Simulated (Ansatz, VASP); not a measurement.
B: VASP beside Ansatz

INCAR

```
PREC = Accurate
ENCUT = 520
EDIFF = 1E-6
ISMEAR = -1
SIGMA = 0.08
LREAL = False
LASPH = True
NELM = 60
ALGO = Normal
ISIF = 2
LWAVE = False
LCHARG = False
GGA = PS
NBANDS = 10
```

Contents of KPOINTS:

```
Automatic mesh
0
Gamma
  21 21 11
```

The input POSCAR:

```
B
1.0
    1.7070938625      0.0000000000      0.0000000000
   -0.8535469312      1.4783866516      0.0000000000
    0.0000000000      0.0000000000      7.0421558887
B
2
Direct
    0.3333333333      0.6666666667      0.2500000000
    0.6666666667      0.3333333333      0.7500000000
```

Input for Ansatz:

```yaml
crystal:
  lattice:
    - [1.7070938625, 0.0, 0.0]
    - [-0.8535469312, 1.4783866516, 0.0]
    - [0.0, 0.0, 7.0421558887]
  atoms:
    - { symbol: B, position: [0.3333333333, 0.6666666667, 0.25] }
    - { symbol: B, position: [0.6666666667, 0.3333333333, 0.75] }
kpoints:
  mp_grid: { grid: [21, 21, 11] }
  band_path:
    path:
      - [0.0, 0.0, 0.0]
      - [0.5, 0.0, 0.0]
      - [0.3333333333, 0.3333333333, 0.0]
      - [0.0, 0.0, 0.0]
      - [0.0, 0.0, 0.5]
      - [0.5, 0.0, 0.5]
      - [0.3333333333, 0.3333333333, 0.5]
      - [0.0, 0.0, 0.5]
      - [0.5, 0.0, 0.5]
    npoints: 14
scf:
  occupations: { method: fermi_dirac, width: 0.08 }
hamiltonian:
  xc: pbesol
  pseudopotentials: { kind: all_electron, lapw: { basis_error: 0.001 } }
output:
  forces: true
  stress: true
  eigenvalues: true
  populations: true
  dos: { projected: true, de: 0.2, e_range: [-14, 8] }
```

This isn't the form of B at room conditions, which is rhombohedral.

Alike in both runs: task single point; functional PBEsol; k mesh 21 × 21 × 11; occupations fermi-dirac, width 0.08 eV; no spin polarisation.

```csv
,VASP,Ansatz
version,VASP 6.6.1,Ansatz 0.2.0
potentials or method,"VASP PAW PBE potentials, release 64 (B)","all-electron LAPW, scalar-relativistic"
plane-wave cutoff (eV),520,see its input
```

|  | VASP | Ansatz | Ansatz less VASP |
| --- | --- | --- | --- |
| pressure (GPa) | 0.2 | -0.1 | -0.28 |
| largest component of the traceless stress (GPa) | 0.26 | 0.09 | -0.164 |

Ansatz ran all-electron here, so the differences hold the error of VASP's frozen core and of both bases.

Caveats: the PAW data sets were made with another functional, which shifts forces and pressure a little (VASP); this functional lacks dispersion, which binds the layers, so the pressure and a relaxed spacing across them are unreliable.
